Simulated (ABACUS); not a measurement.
The system is GaAs.

```
As Ga
1.0
     0.00000    2.82685    2.82685
     2.82685    0.00000    2.82685
     2.82685    2.82685    0.00000
As Ga
1 1
Direct
  0.75000 0.75000 0.75000
  0.00000 0.00000 0.00000
```

```yaml
Program: ABACUS 3.10.1
Task: single point
Functional: PBE
Potentials_or_basis: PseudoDojo NC SR 0.4.1 PBE standard
Cutoff: 1143 eV
Density_cutoff: 4572 eV
Basis: plane waves
k_mesh: 8 × 8 × 8
Occupations: fermi-dirac, width 0.05 eV
Spin: no spin polarisation
```

On this cell: pressure 3.4 GPa; largest force zero by symmetry; band gap on the k mesh 0.52 eV, direct.

The same run follows on a disturbed copy (atoms moved at random, drawn with an rms of 0.05 Å):

```xyz
2
Lattice="0.0000 2.8268 2.8268 2.8268 0.0000 2.8268 2.8268 2.8268 0.0000" Properties=species:S:1:pos:R:3 pbc="T T T"
As    4.2380    4.2893    4.2337
Ga   -0.0317   -0.0308    0.0536
```

Question: What does the disturbed cell give?

Answer: The energy moves by +24.1 meV/atom; pressure 3.7 GPa; largest force 0.893 eV/Å; band gap on the k mesh 0.20 eV, direct.

Forces on the atoms (eV/Å):
```
As  -0.154 -0.714  0.514
Ga   0.154  0.714 -0.514
```

Stress tensor (GPa, compression positive):
```
 3.77 -1.54  2.14
-1.54  3.55  0.48
 2.14  0.48  3.66
```

A k mesh can miss the band edges.
